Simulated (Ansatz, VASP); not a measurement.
Two plane-wave programs on HfN

```
Hf N
1.0
     0.00000    2.40471    2.40471
     2.40471    0.00000    2.40471
     2.40471    2.40471    0.00000
Hf N
1 1
Direct
  0.00000 0.00000 0.00000
  0.25000 0.25000 0.25000
```

Change from the starting cell: volume scaled by 0.94.

Alike in both runs: task single point; functional PBEsol; k mesh 9 × 9 × 9; occupations fermi-dirac, width 0.05 eV; no spin polarisation.

|  | VASP | Ansatz |
| --- | --- | --- |
| version | VASP 6.6.1 | Ansatz 0.2.0 |
| potentials or method | VASP PAW PBE potentials, release 64 (Hf_pv, N) | Ansatz PAW |
| plane-wave cutoff (eV) | 520 | 420 |
| valence electrons in the cell | 15 | 31 |

|  | VASP | Ansatz | Ansatz less VASP |
| --- | --- | --- | --- |
| gap on the k mesh at the Fermi level (eV) | none | none | - |
| pressure (GPa) | 7.0 | 7.7 | +0.72 |

A gap of «none» marks a metal or a gap that the smearing closes. The two sets of potentials don't hold the same shells in valence.

Caveats: the PAW data sets were made with another functional, which shifts forces and pressure a little (VASP); the pressure holds a Pulay correction of +0.4 GPa for the finite cutoff (Ansatz); the PAW data sets come from PBE, with cores solved anew for the run's functional, which leaves a small shift of forces and pressure (Ansatz). The runs have no spin-orbit coupling, so splittings on Hf are missing.
